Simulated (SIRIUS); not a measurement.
# HfB2 in SIRIUS: the effect of functional

Crystal: HfB2.

```
Hf B
1.0
     3.14000    0.00000    0.00000
    -1.57000    2.71932    0.00000
     0.00000    0.00000    3.48000
Hf B
1 2
Cartesian
  0.0000 0.0000 0.0000
  1.5700 0.9064 1.7400
  0.0000 1.8129 1.7400
```

Alike in all runs:

| Quantity | Value |
| --- | --- |
| Program | SIRIUS 7.10.0 |
| Task | eos task |
| Potentials or basis | PseudoDojo 0.4.1 PBE standard (scalar relativistic) |
| Cutoff | 1054 eV |
| Density cutoff | 4214 eV |
| k mesh | 5 × 5 × 4 |
| Occupations | fermi-dirac, width 0.05 eV |
| Spin | no spin polarisation |

Question: One run gave: V0 of scaled cells 10.08 Å³/atom; B0 245 GPa. Which functional did it use?
A. LDA
B. PBE
C. RPBE
D. AM05
E. PBEsol

Answer: C.

| functional | V0 of scaled cells (Å³/atom) | B0 (GPa) |
| --- | --- | --- |
| LDA | 9.69 | 269 |
| PBE | 9.98 | 251 |
| PBEsol | 9.80 | 262 |
| RPBE | 10.08 | 245 |
| AM05 | 9.76 | 264 |

Caveats: all runs use coarse meshes; the cell was scaled at fixed shape and fractional positions, which overstates the stiffness of a crystal with free parameters, most of all of layers and chains; the potentials were made for another functional, which shifts forces and pressure (some runs).

Not every run made on this cell is shown here.
